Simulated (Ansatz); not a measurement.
## NiO: equation of state with BLYP+D3(BJ)

NiO:

```
Ni O
1.0
     0.00000    2.08590    2.08590
     2.08590    0.00000    2.08590
     2.08590    2.08590    0.00000
Ni O
1 1
Direct
  0.00000 0.00000 0.00000
  0.50000 0.50000 0.50000
```

| Property | Result |
| --- | --- |
| Program | Ansatz 0.2.0 |
| Task | equation of state |
| Functional | BLYP |
| Dispersion | D3(BJ) |
| Potentials or basis | PseudoDojo standard |
| Cutoff | 1333 eV |
| Density cutoff | 5333 eV |
| k mesh | 11 × 11 × 11 |
| Occupations | gaussian, width 0.02 eV |
| Spin | collinear spin, random start |
| Starting moments | [0.04, 0.0] μB |

The equilibrium volume is 9.41 Å³/atom (rough: see the caveat) and the bulk modulus is 988 GPa (rough).

Energy against volume, from the lowest point:
```csv
volume (Å³/atom),energy (meV/atom)
8.531,90.21
8.713,75.11
8.894,65.90
9.076,5.91
9.257,0.20
9.439,0.00
9.620,4.12
```

All runs of the series together: 2.4 min on 1 thread of Arm Neoverse V2 (shared host).

Caveat: the potentials were made for another functional, which shifts forces and pressure; the fit is doubtful: noisy points or a state that changes with volume.
